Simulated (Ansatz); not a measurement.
# C(111) slab, H on the bottom face (45 atoms): support functions against a reference

Aim: test how closely localised support functions follow the reference on C(111) slab, H on the bottom face (45 atoms), and at what cost. A setting counts as converged where the r.m.s. difference of forces stays under 1 % of the r.m.s. force.

Method: Kohn-Sham DFT, PBE+D3(BJ), PAW (set soft_2), plane waves, in Ansatz 0.2.0.

### 1. Starting point

The cell holds 45 atoms: 36 C and 9 H. Its edges and angles: a = 7.567 Å, b = 7.567 Å, c = 15.664 Å, α = 90.0°, β = 90.0°, γ = 120.0°. It derives from C (diamond-structure). Diamond-structure C (a = 3.567 Å), (111) slab of 4 atomic planes, 3 x 3 surface cells, H on the broken bonds of the bottom face, 12 Å of vacuum; displaced by a Gaussian of 0.02 Å. Regions: slab, 36 atoms (36 C); hydrogen, 9 atoms (9 H). Vacuum lies along c.

Limits known from the start: Beside vacuum, support functions can miss their usual error bounds without a warning. The main run has no spin polarisation, so any moments at edges, vacancies or dangling bonds can't form in it. The electron count is odd and the run has no spin polarisation.

### 2. Plane-wave single point

The first run uses the default basis; a harder plane-wave run follows as the reference for the support functions.

input.yaml reads:

```yaml
crystal:
  lattice:
    - [7.56675, 0.0, 0.0]
    - [-3.78337, 6.553, 0.0]
    - [0.0, 0.0, 15.66426]
  atoms:
    - { symbol: C, position: [0.44636, 0.89411, 0.48506] }
    - { symbol: C, position: [0.33013, 0.99984, 0.45354] }
    - { symbol: C, position: [0.22441, 0.78093, 0.61662] }
    - { symbol: C, position: [0.44432, 0.89064, 0.58362] }
    - { symbol: C, position: [0.44367, 0.55668, 0.4864] }
    - { symbol: C, position: [0.33834, 0.67126, 0.45353] }
    - { symbol: C, position: [0.22554, 0.44627, 0.61809] }
    - { symbol: C, position: [0.43979, 0.55433, 0.5863] }
    - { symbol: C, position: [0.78161, 0.89431, 0.48567] }
    - { symbol: C, position: [0.6683, 0.003, 0.45368] }
    - { symbol: C, position: [0.55575, 0.77645, 0.61779] }
    - { symbol: C, position: [0.78311, 0.8916, 0.58424] }
    - { symbol: C, position: [0.44091, 0.22001, 0.48537] }
    - { symbol: C, position: [0.33373, 0.33248, 0.45254] }
    - { symbol: C, position: [0.22365, 0.11292, 0.6168] }
    - { symbol: C, position: [0.44706, 0.22405, 0.58322] }
    - { symbol: C, position: [0.77819, 0.5553, 0.48589] }
    - { symbol: C, position: [0.66308, 0.66368, 0.45322] }
    - { symbol: C, position: [0.55408, 0.44885, 0.61616] }
    - { symbol: C, position: [0.77917, 0.55789, 0.58217] }
    - { symbol: C, position: [0.11372, 0.88816, 0.48429] }
    - { symbol: C, position: [0.99681, 0.00142, 0.45653] }
    - { symbol: C, position: [0.88697, 0.7803, 0.6177] }
    - { symbol: C, position: [0.11026, 0.88879, 0.58414] }
    - { symbol: C, position: [0.77414, 0.22403, 0.4857] }
    - { symbol: C, position: [0.65998, 0.33122, 0.45293] }
    - { symbol: C, position: [0.55018, 0.11225, 0.61639] }
    - { symbol: C, position: [0.77926, 0.21774, 0.58331] }
    - { symbol: C, position: [0.11209, 0.55497, 0.48538] }
    - { symbol: C, position: [0.99846, 0.65797, 0.45187] }
    - { symbol: C, position: [0.89008, 0.44207, 0.61641] }
    - { symbol: C, position: [0.11136, 0.5618, 0.58278] }
    - { symbol: C, position: [0.11189, 0.22426, 0.48512] }
    - { symbol: C, position: [0.00229, 0.32907, 0.45226] }
    - { symbol: C, position: [0.88779, 0.11244, 0.61547] }
    - { symbol: C, position: [0.11632, 0.22462, 0.58704] }
    - { symbol: H, position: [0.33269, 0.00112, 0.38419] }
    - { symbol: H, position: [0.33205, 0.66128, 0.38601] }
    - { symbol: H, position: [0.66741, 0.00017, 0.38469] }
    - { symbol: H, position: [0.33475, 0.33246, 0.38354] }
    - { symbol: H, position: [0.67231, 0.67048, 0.38479] }
    - { symbol: H, position: [0.99736, 0.99923, 0.38388] }
    - { symbol: H, position: [0.66585, 0.33299, 0.38092] }
    - { symbol: H, position: [0.00232, 0.66485, 0.38502] }
    - { symbol: H, position: [0.99836, 0.33118, 0.383] }
kpoints:
  mp_grid: { grid: [2, 2, 1] }
hamiltonian:
  xc: pbe
  dispersion: d3bj
scf:
  occupations: { method: fermi_dirac, width: 0.025 }
output:
  forces: true
  populations: true
  dos:
    method: { smearing: { sigma: 0.15 } }
    de: 0.1
    projected:
      site_lists:
        C: [C]
        H: [H]
        slab: [0, 1, 2, 3, 4, 5, 6, 7, 8, 9, 10, 11, 12, 13, 14, 15, 16, 17, 18, 19, 20, 21, 22, 23, 24, 25, 26, 27, 28, 29, 30, 31, 32, 33, 34, 35]
        hydrogen: [36, 37, 38, 39, 40, 41, 42, 43, 44]
  eigenvalues: true
  write_density: true
  write_potential: true
  volumetric_format: npy
```

On the command line:

```sh
$ ansatz run input.yaml --threads 4 --pin off --max-ram 8192MiB --backend cpu --events-out ev --progress --plain --runs-dir out
```

Numbers of over 12 decimals in the logs are rounded to 6 here.

The log of the run:

```text
Engine: ansatz 0.2.0, x86_64-unknown-linux-gnu
Pseudopotentials: kind: paw
Pseudopotential: C, paw, valence charge 4, recommended cutoff 420 eV (normal), C.paw.azcp
Pseudopotential: H, paw, valence charge 1, recommended cutoff 420 eV (normal), H.paw.azcp
[... 5 lines on functional and potentials left out ...]
Crystal: 45 atoms, lattice volume = 776.711 Å³
Basis set: ecut = 420 eV, 15185 PW (Γ), exchange–correlation on 108×108×216 points (8 copies of the dense FFT grid, shifted against one another)
Bands: 122, of which v1, the nominal top of the filled ones, is band 77 counted from 1 (76 counted from 0)
Symmetry: 1 space group operations
Space group: P1 (ITA 1), of the structure as read, at distance tolerance 9.2e-5 Å
k-points: 4
[... 5 lines on functional and potentials left out ...]
Initial density: superposition of atomic densities (neutral atoms: chi_scale 0, normalization atom), corrected by the library's trained network
Initial wavefunctions: pseudopotential atomic-orbital guess
Functional: x = pbe(κ = 0.804, μ = 0.219515), c = pbe(β = 0.066725)
SCF iter   1: F=—  HF=-9157.777262 eV  |F-HF|=—  |Δ(HF+E_count)|=         —  Δρ=1.66e-2  dr2=7.09e0  ethr=1.77e-3  ⟨swp⟩=8.0  Hψ=2778  notcnv=0  defer=113
preconditioner: auto → LDOS  [metal: Δε(μ)=0.035 eV  Ē_g=15.045 eV  σ=0.025 eV  W_gap=0.33  n_scr=136 (ndim 8)  ℏωp=16.5 eV  f_vac=0.586  D(μ)=42.30/eV (n_scr^D=410)  β→1.0]
SCF iter   2: F=—  HF=-9157.094395 eV  |F-HF|=—  |Δ(HF+E_count)|=   6.83e-1  Δρ=1.06e-2  dr2=2.86e0  ethr=1.77e-3  ⟨swp⟩=3.8  Hψ=796  notcnv=0  defer=137
SCF iter   3: F=—  HF=-9156.891275 eV  |F-HF|=—  |Δ(HF+E_count)|=   2.03e-1  Δρ=7.88e-3  dr2=1.62e0  ethr=1.77e-3  ⟨swp⟩=2.0  Hψ=382  notcnv=0  defer=137
SCF iter   4: F=—  HF=-9156.762974 eV  |F-HF|=—  |Δ(HF+E_count)|=   1.28e-1  Δρ=5.21e-3  dr2=6.66e-1  ethr=1.06e-3  ⟨swp⟩=2.0  Hψ=381  notcnv=0  defer=137
SCF iter   5: F=—  HF=-9156.711824 eV  |F-HF|=—  |Δ(HF+E_count)|=   5.12e-2  Δρ=3.59e-3  dr2=2.84e-1  ethr=4.35e-4  ⟨swp⟩=3.0  Hψ=606  notcnv=0  defer=140
SCF iter   6: F=—  HF=-9156.689582 eV  |F-HF|=—  |Δ(HF+E_count)|=   2.22e-2  Δρ=1.85e-3  dr2=6.88e-2  ethr=1.86e-4  ⟨swp⟩=2.5  Hψ=408  notcnv=0  defer=140
SCF iter   7: F=—  HF=-9156.684927 eV  |F-HF|=—  |Δ(HF+E_count)|=   4.65e-3  Δρ=1.22e-3  dr2=2.27e-2  ethr=4.50e-5  ⟨swp⟩=2.8  Hψ=414  notcnv=0  defer=140
SCF iter   8: F=—  HF=-9156.683557 eV  |F-HF|=—  |Δ(HF+E_count)|=   1.37e-3  Δρ=7.08e-4  dr2=5.63e-3  ethr=1.48e-5  ⟨swp⟩=3.8  Hψ=605  notcnv=0  defer=140
SCF iter   9: F=—  HF=-9156.683835 eV  |F-HF|=—  |Δ(HF+E_count)|=   2.79e-4  Δρ=3.81e-4  dr2=1.38e-3  ethr=3.68e-6  ⟨swp⟩=3.2  Hψ=528  notcnv=0  defer=140
SCF iter  10: F=—  HF=-9156.683887 eV  |F-HF|=—  |Δ(HF+E_count)|=   5.18e-5  Δρ=2.56e-4  dr2=6.79e-4  ethr=9.00e-7  ⟨swp⟩=3.0  Hψ=644  notcnv=0  defer=140
SCF iter  11: F=—  HF=-9156.683925 eV  |F-HF|=—  |Δ(HF+E_count)|=   3.81e-5  Δρ=1.17e-4  dr2=1.87e-4  ethr=4.44e-7  ⟨swp⟩=3.0  Hψ=666  notcnv=0  defer=140
SCF iter  12: F=—  HF=-9156.683940 eV  |F-HF|=—  |Δ(HF+E_count)|=   1.52e-5  Δρ=4.05e-5  dr2=2.39e-5  ethr=1.23e-7  ⟨swp⟩=2.0  Hψ=373  notcnv=0  defer=140
SCF iter  13: F=—  HF=-9156.684027 eV  |F-HF|=—  |Δ(HF+E_count)|=   8.66e-5  Δρ=2.75e-5  dr2=1.05e-5  ethr=1.56e-8  ⟨swp⟩=1.8  Hψ=517  notcnv=0  defer=140
SCF iter  14: F=—  HF=-9156.684028 eV  |F-HF|=—  |Δ(HF+E_count)|=   1.53e-6  Δρ=1.64e-5  dr2=3.40e-6  ethr=6.87e-9  ⟨swp⟩=3.0  Hψ=622  notcnv=0  defer=140
SCF iter  15: F=—  HF=-9156.684029 eV  |F-HF|=—  |Δ(HF+E_count)|=   3.69e-7  Δρ=1.01e-5  dr2=1.40e-6  ethr=2.22e-9  ⟨swp⟩=1.0  Hψ=348  notcnv=0  defer=140
SCF iter  16: F=—  HF=-9156.684029 eV  |F-HF|=—  |Δ(HF+E_count)|=   1.53e-7  Δρ=5.06e-6  dr2=3.22e-7  ethr=9.13e-10  ⟨swp⟩=2.0  Hψ=556  notcnv=0  defer=140
SCF iter  17: F=-9156.684029 eV  HF=-9156.684029 eV  |F-HF|=4.96e-8  |Δ(HF+E_count)|=   1.63e-8  Δρ=2.07e-6  dr2=5.84e-8  ethr=6.54e-11  ⟨swp⟩=29.8  Hψ=5775  notcnv=0
SCF 1 converged in 17 iterations: F = -9156.684029 eV  dr2 = 5.84e-8
  greatest PAW one-centre occupation: 0.663 electrons in one spin orbital (limit 2), on the C atom at site 34 (counted from 0), in its partial waves of l = 0
WARN: The output density's exchange-correlation potential varies sharply where the density is thin. Do not read a vacuum level from v_tot or v_xc, or from such a field of the output density. On a cell that repeats whose density bears no net charge and no dipole along the vacuum's axis use v_es (v_loc + v_h of the components); [...]
SCF converged after 17 iterations
Free energy (F): -9156.684029 eV
Harris-Foulkes:  -9156.684029 eV  (|F-HF|=4.96e-8)
Internal energy: -9156.546165 eV  (E = F + TS)
E sigma→0 (E₀):  -9156.615097 eV
Entropy (-TS):   -0.137864 eV (-3.064 meV/atom)
Fermi energy:    0.749237 eV
--- Per-component energies (eV) ---
  E_band       = -1216.225190
  E_kinetic    = 3396.939647
  E_local      = -61703.475891  (includes V_loc(G=0)·N_el)
  E_nonlocal   = 980.319135
  E_hartree    = 29302.607458
  E_xc         = -1815.087257
  E_vxc        = -2254.250793  (∫ρ·V_xc dr)
  E_paw        = -3573.068942  (= ΣΔE_a)
  E_vpaw       = -240.951278  (= ΣTr[D̂ρ^β])
  E_aug_tail   = -0.012073  (compensation charges beyond the density's cutoff)
  E_ewald      = 24260.284794
  E_disp       = -5.053036  (pairwise vdW)
  E_smearing   = -0.137864  (= −TS)
  E_closure    = 0.000000  (closes the sum)
  Σ components = -9156.684029   (vs F -9156.684029, Δ=0.00e0)
--- Forces (eV/Å), atoms counted from 1 ---
  atom   1  C      0.41389976    -0.81887781    -1.17933888
  atom   2  C      0.80557122     0.20299678     0.85294998
  atom   3  C     -0.02751345    -0.30405379    -4.27653081
  atom   4  C      0.08245703     0.03887238     4.56641726
  atom   5  C      0.39966652    -0.16980826    -1.63400443
  atom   6  C     -0.82020016    -0.65012104     2.20411810
  atom   7  C     -1.42121118     0.07753400    -3.78114838
  atom   8  C      1.06589333     0.81538200     4.20576755
  atom   9  C     -0.93246340    -1.31653005    -0.80346510
  atom  10  C     -0.27659192     0.02012308     1.24733260
  atom  11  C     -0.34685210     0.70720095    -3.89723979
  atom  12  C     -1.24906935    -0.37121964     4.45373671
  atom  13  C      0.14357669     0.65584507    -1.46191692
  atom  14  C     -0.56242762     0.31266665     1.94256644
[...]
atom  44  H     -0.05706904    -0.11497626    -2.00933170
  atom  45  H      0.12309642    -0.05821133    -0.54011733
  max |Σ_I F_I| component: 3.81e-4 eV/Å
--- Band table (eV) ---
  k-point 0: bands = ["-19.9897", "-17.5028", "-17.4230", "-17.3792", [... 106 levels ...], "8.2999", "8.3677", "8.3829", "8.4067", "8.5242", "8.7058", "8.8134", "8.8260", "8.9246", "8.9745", "8.9956", "9.0035"]
[...]
--- Löwdin populations: 45 sites ---
  site symbol       q [e]
     0      C      3.9383
     1      C      4.1355
     2      C      3.9715
[...]
44      H      0.8252
  spilling = 0.006921 (of n_electrons = 153.000000)
```

It took 6.1 s on 4 threads of AMD EPYC 9R45, shared host; peak memory 2.1 GiB.

The program notes that the exchange-correlation potential is rough where the density is thin.

Numbers from this run:

```yaml
free_energy: -9156.6840 eV
free_energy_per_atom: -203.4819 eV/atom
scf_cycles: 17
r_m_s_force_component: 1.78 eV/Å
longest_force: 5.212 eV/Å
fermi_energy: 0.7492 eV
levels_partly_filled_by_over_2_per_cent: 24
spilling_of_the_projection: 0.006921
```

The r.m.s. force component of 1.8 eV/Å sets the scale for the differences below.

### 3. Plane waves at 750 eV (750 eV)

A harder cutoff gives the support functions a reference with less basis error.

input.yaml, the sections that differ from step 2:

```yaml
output:
  forces: true
  eigenvalues: true
basis:
  ecutwfc: "750 eV"
# crystal, kpoints, hamiltonian, scf: as in step 2
```

The log of the run:

```text
[...]
Crystal: 45 atoms, lattice volume = 776.711 Å³
Basis set: ecut = 750 eV, 36177 PW (Γ), exchange–correlation on 144×144×288 points (8 copies of the dense FFT grid, shifted against one another)
Bands: 122, of which v1, the nominal top of the filled ones, is band 77 counted from 1 (76 counted from 0)
Symmetry: 1 space group operations
[...]
k-points: 4
[...]
SCF iter   1: F=—  HF=-9157.944887 eV  |F-HF|=—  |Δ(HF+E_count)|=         —  Δρ=1.66e-2  dr2=7.09e0  ethr=1.77e-3  ⟨swp⟩=8.0  Hψ=2754  notcnv=0  defer=119
[...]
SCF iter  16: F=—  HF=-9156.849398 eV  |F-HF|=—  |Δ(HF+E_count)|=   2.46e-8  Δρ=5.00e-6  dr2=3.11e-7  ethr=8.22e-10  ⟨swp⟩=2.5  Hψ=582  notcnv=0  defer=144
SCF iter  17: F=-9156.849398 eV  HF=-9156.849398 eV  |F-HF|=7.68e-8  |Δ(HF+E_count)|=   3.38e-8  Δρ=2.24e-6  dr2=6.88e-8  ethr=6.54e-11  ⟨swp⟩=25.2  Hψ=4377  notcnv=0
SCF 1 converged in 17 iterations: F = -9156.849398 eV  dr2 = 6.88e-8
[...]
SCF converged after 17 iterations
Free energy (F): -9156.849398 eV
[...]
Internal energy: -9156.711487 eV  (E = F + TS)
E sigma→0 (E₀):  -9156.780443 eV
Entropy (-TS):   -0.137911 eV (-3.065 meV/atom)
Fermi energy:    0.748726 eV
[...]
Σ components = -9156.849398   (vs F -9156.849398, Δ=0.00e0)
--- Forces (eV/Å), atoms counted from 1 ---
  atom   1  C      0.41399005    -0.81944688    -1.17639706
  atom   2  C      0.80551786     0.20288300     0.84421330
  atom   3  C     -0.02748990    -0.30439122    -4.27603270
  atom   4  C      0.08274710     0.03886865     4.56517230
[...]
atom  45  H      0.12318245    -0.05835073    -0.53300462
  max |Σ_I F_I| component: 3.56e-4 eV/Å
--- Band table (eV) ---
[...]
```

The job ended after 10 s (4 threads; peak memory 4.6 GiB; 36 s of CPU time).

Forces differ from the reference by 3.0 meV/Å r.m.s., 0.17 % of their size, well within a tolerance of 1 %; the energy by -3.7 meV/atom. It took 10 s and 17 cycles; the reference's time can't be set against it, since the two runs asked for unlike analyses.

### 4. Support functions medium

With localised support functions most steps grow linearly with size, though the diagonalisation grows faster unless the density matrix is cut; this run measures error and cost at this size. The level medium gives here a grid of 36×36×72 points and a radius of 3.21 Å. Besides, the program derives a nominal cutoff of 420 eV for this run, against the reference's 750.

This step: Kohn-Sham DFT, PBE+D3(BJ), PAW (set soft_2), localised support functions (medium) (Ansatz 0.2.0).

input.yaml, the sections that differ from step 3:

```yaml
scf:
  occupations: { method: fermi_dirac, width: 0.025 }
  eigensolver: { kind: { support_functions: { accuracy: medium } } }
  mixing: { beta: 0.4 }
  max_iter: 150
# crystal, kpoints, hamiltonian, output: as in step 3
# basis: removed
```

The log of the run:

```text
Warning: scf.eigensolver.kind.support_functions: disabling space-group detection — the functions' gradient is summed over unrotated k-points, so no spatial operation reduces the k-mesh or symmetrises the density; time reversal is kept, so that k and −k are solved as one point where they differ and the mesh holds both, and exact exchange and, on two spinor components, a DFT+U term hold to it where the run has them: [...]
settings of this run that can trade accuracy for cost: scf.eigensolver.kind.support_functions [...]
[...]
Crystal: 45 atoms, lattice volume = 776.711 Å³
Basis set: ecut = 420 eV, 15185 PW (Γ), exchange–correlation on 108×108×216 points (8 copies of the dense FFT grid, shifted against one another)
Bands: 92, of which v1, the nominal top of the filled ones, is band 77 counted from 1 (76 counted from 0)
Symmetry: 1 space group operations
k-points: 4
[...]
Eigensolver: Support functions (medium, 36×36×72 points, laid for a spacing of at most 0.228497 Å, radius 3.213580 Å, 25 sites without an atom, 2 species' potentials softened for the grid, 2 wholly corrected for its errors in the mean over positions, 2 with the egg-box correction, energy correction by stochastic trace)
[...]
SCF iter   1: F=—  HF=-9162.265799 eV  |F-HF|=—  |Δ(HF+E_count)|=         —  Δρ=6.98e-2  dr2=3.77e1  ethr=1.00e-1
[...]
SCF iter  21: F=—  HF=-9156.856157 eV  |F-HF|=—  |Δ(HF+E_count)|=   1.10e-6  Δρ=9.53e-6  dr2=1.01e-6  ethr=9.96e-10  κ⁻¹=2.3e-5(r=7)
SCF iter  22: F=-9156.856158 eV  HF=-9156.856157 eV  |F-HF|=1.82e-7  |Δ(HF+E_count)|=   4.03e-7  Δρ=4.73e-6  dr2=2.27e-7  ethr=6.58e-10
SCF 1 converged in 22 iterations: F = -9156.858011 eV  dr2 = 2.27e-7
[...]
SCF converged after 22 iterations
Stability not checked: this state was not tested for a lower state beside it, because the mixer in use, unlike msr1, does not test its closes by its own steps (another_mixer; see scf.mixing.algorithm and scf.lower_state_search)
Free energy (F): -9156.858011 eV
[...]
Internal energy: -9156.720193 eV  (E = F + TS)
E sigma→0 (E₀):  -9156.789102 eV
Entropy (-TS):   -0.137818 eV (-3.063 meV/atom)
Fermi energy:    0.748845 eV
[...]
Σ components = -9156.858011   (vs F -9156.858011, Δ=0.00e0)
--- Forces (eV/Å), atoms counted from 1 ---
  atom   1  C      0.41393830    -0.81935834    -1.17574661
  atom   2  C      0.80553810     0.20304464     0.84266297
  atom   3  C     -0.02750595    -0.30443006    -4.27627087
  atom   4  C      0.08261088     0.03891275     4.56489757
[...]
atom  45  H      0.12335009    -0.05834055    -0.53090381
  max |Σ_I F_I| component: 3.62e-3 eV/Å
--- Band table (eV) ---
[...]
```

Elapsed: 43 s, on 4 threads; peak memory 1.6 GiB.

The program notes that the band table was not solved further than the SCF left it and it switched symmetry off.

Keys that differ from the reference: basis.ecutwfc removed, support_functions.accuracy = "medium", scf.max_iter = 150 and scf.mixing.beta = 0.4.

Forces differ from the reference by 0.66 meV/Å r.m.s., 0.037 % of their size, well within a tolerance of 1 %; the energy by -0.19 meV/atom. It took 4.2 times the reference's time (shared host, so rough).

### 5. Support functions low

The level low is asked for. Here it resolves to the same grid and radius as in the run with support functions medium, so the basis is not new. Besides, the program derives a nominal cutoff of 420 eV for this run, against the reference's 750.

This step: Kohn-Sham DFT, PBE+D3(BJ), PAW (set soft_2), localised support functions (low) (Ansatz 0.2.0).

input.yaml, the sections that differ from step 4:

```yaml
scf:
  occupations: { method: fermi_dirac, width: 0.025 }
  eigensolver: { kind: { support_functions: { accuracy: low } } }
  mixing: { beta: 0.4 }
  max_iter: 150
# crystal, kpoints, hamiltonian, output: as in step 4
```

The log of the run:

```text
[...]
Crystal: 45 atoms, lattice volume = 776.711 Å³
Basis set: ecut = 420 eV, 15185 PW (Γ), exchange–correlation on 108×108×216 points (8 copies of the dense FFT grid, shifted against one another)
Bands: 92, of which v1, the nominal top of the filled ones, is band 77 counted from 1 (76 counted from 0)
Symmetry: 1 space group operations
k-points: 4
[...]
Eigensolver: Support functions (low, 36×36×72 points, laid for a spacing of at most 0.228497 Å, radius 3.213580 Å, 25 sites without an atom, 2 species' potentials softened for the grid, 2 wholly corrected for its errors in the mean over positions, 2 with the egg-box correction, energy correction by stochastic trace)
[...]
SCF iter   1: F=—  HF=-9162.267123 eV  |F-HF|=—  |Δ(HF+E_count)|=         —  Δρ=6.98e-2  dr2=3.77e1  ethr=1.00e-1
[...]
SCF iter  18: F=—  HF=-9156.855728 eV  |F-HF|=—  |Δ(HF+E_count)|=   1.39e-4  Δρ=2.98e-5  dr2=1.04e-5  ethr=2.51e-8  κ⁻¹=4.1e-6(r=7)
SCF iter  19: F=-9156.855838 eV  HF=-9156.855838 eV  |F-HF|=4.35e-7  |Δ(HF+E_count)|=   1.10e-4  Δρ=2.02e-5  dr2=4.50e-6  ethr=6.77e-9
SCF 1 converged in 19 iterations: F = -9156.858037 eV  dr2 = 4.50e-6
[...]
SCF converged after 19 iterations
[...]
Free energy (F): -9156.858037 eV
[...]
Internal energy: -9156.720225 eV  (E = F + TS)
E sigma→0 (E₀):  -9156.789131 eV
Entropy (-TS):   -0.137812 eV (-3.062 meV/atom)
Fermi energy:    0.749265 eV
[...]
Σ components = -9156.858037   (vs F -9156.858037, Δ=0.00e0)
--- Forces (eV/Å), atoms counted from 1 ---
  atom   1  C      0.41379113    -0.81949390    -1.17627448
  atom   2  C      0.80545138     0.20313484     0.84288969
  atom   3  C     -0.02763922    -0.30463282    -4.27707594
  atom   4  C      0.08282234     0.03949488     4.56602245
[...]
atom  45  H      0.12336390    -0.05834783    -0.53109268
  max |Σ_I F_I| component: 5.22e-3 eV/Å
--- Band table (eV) ---
[...]
```

Wall time 39 s (4 threads); peak memory 1.5 GiB.

Keys that differ from the reference: basis.ecutwfc removed, support_functions.accuracy = "low", scf.max_iter = 150 and scf.mixing.beta = 0.4.

Forces differ from the reference by 0.72 meV/Å r.m.s., 0.041 % of their size, well within a tolerance of 1 %; the energy by -0.19 meV/atom. It took 3.9 times the reference's time (shared host, so rough).

(Part 1 of 3 ends here.)

[Logs are printed without paths, hosts, clocks, repeated set-up lines and the standing remarks that a program may print on its own settings, such as how far it seeks lower states.]

[Hosts, paths, dates, database ids (printed as entryN), source tags and the programs' standing remarks are cut or masked in the printed files.]
